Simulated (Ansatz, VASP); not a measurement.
Si: VASP beside Ansatz

```
Si
1.0
     0.00000    2.81547    2.81547
     2.81547    0.00000    2.81547
     2.81547    2.81547    0.00000
Si
2
Direct
  0.00000 0.00000 0.00000
  0.25000 0.25000 0.25000
```

Alike in both runs: task single point; functional PBEsol; k mesh 6 × 6 × 6; occupations gaussian, width 0.1 eV; no spin polarisation.

|  | VASP | Ansatz |
| --- | --- | --- |
| version | VASP 6.6.1 | Ansatz 0.2.0 |
| potentials or method | VASP PAW PBE potentials, release 64 (Si) | scalar-relativistic, plane waves, PAW |
| plane-wave cutoff (eV) | 520 | 420 |
| valence electrons in the cell | 8 | 8 |

|  | VASP | Ansatz | Ansatz less VASP |
| --- | --- | --- | --- |
| gap on the k mesh at the Fermi level (eV) | 0.76 | 0.76 | +0.004 |
| least direct gap on the mesh (eV) | 2.13 | 2.12 | -0.011 |
| pressure (GPa) | -7.9 | -7.9 | -0.07 |

With one functional, cell and mesh, what is left measures potentials, basis and numerics.

Caveats: the PAW data sets were made with another functional, which shifts forces and pressure a little (VASP). A k mesh can miss the band edges.
